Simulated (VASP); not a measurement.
Crystal: TaN.

```
Ta N
1.0
     2.92177    0.00000    0.00000
    -1.46088    2.53033    0.00000
     0.00000    0.00000    5.91652
Ta N
2 2
Direct
  0.00000 0.00000 0.50000
  0.00000 0.00000 0.00000
  0.33333 0.66667 0.25000
  0.66667 0.33333 0.75000
```

The cell comes from a database or a generator and needn't be the stable form of this composition.

* Program: VASP 6.6.1
* Task: relaxation of cell and atoms
* Functional: PBEsol
* Dispersion: D4
* Potentials or basis: VASP PAW PBE potentials, release 64 (Ta_pv, N)
* Cutoff: 600 eV
* k mesh: 10 × 10 × 5
* Occupations: fermi-dirac, width 0.05 eV
* Spin: no spin polarisation

At the start: pressure -12.4 GPa; volume 10.94 Å³/atom.

Question: Where does the relaxation end?

Answer: Over 9 steps the energy falls by 16.0 meV/atom and the volume is 10.53 Å³/atom (-3.7 %); space group P6_3/mmc (No. 194, to 0.05 Å).

The path:
| step | energy change (eV) | largest force (eV/Å) | pressure (GPa) | volume (Å³) |
| --- | --- | --- | --- | --- |
| 1 | 0.0000 | 0.0000 | -12.40 | 43.74 |
| 2 | 0.3366 | 0.0000 | 38.81 | 38.60 |
| 3 | -0.0635 | 0.0000 | -0.44 | 42.20 |
| 4 | -0.0636 | 0.0000 | -0.10 | 42.16 |
| 5 | -0.0636 | 0.0000 | 0.13 | 42.13 |
| 6 | -0.0637 | 0.0000 | 0.23 | 42.11 |
| 7 | -0.0638 | 0.0000 | 0.20 | 42.12 |
| 8 | -0.0638 | 0.0000 | -0.33 | 42.18 |
| 9 | -0.0638 | 0.0000 | 0.03 | 42.14 |

Final structure:
```yaml
crystal:
  lattice:
    - [2.88497, 0.00000, 0.00000]
    - [-1.44249, 2.49846, 0.00000]
    - [0.00000, 0.00000, 5.84623]
  atoms:
    - { symbol: Ta, position: [0.00000, 0.00000, 0.50000] }
    - { symbol: Ta, position: [0.00000, 0.00000, 0.00000] }
    - { symbol: N, position: [0.33333, 0.66667, 0.25000] }
    - { symbol: N, position: [0.66667, 0.33333, 0.75000] }
```

Caveat: the PAW data sets were made with another functional, which shifts forces and pressure a little; pairwise dispersion overbinds metals, which lowers pressure and volume.
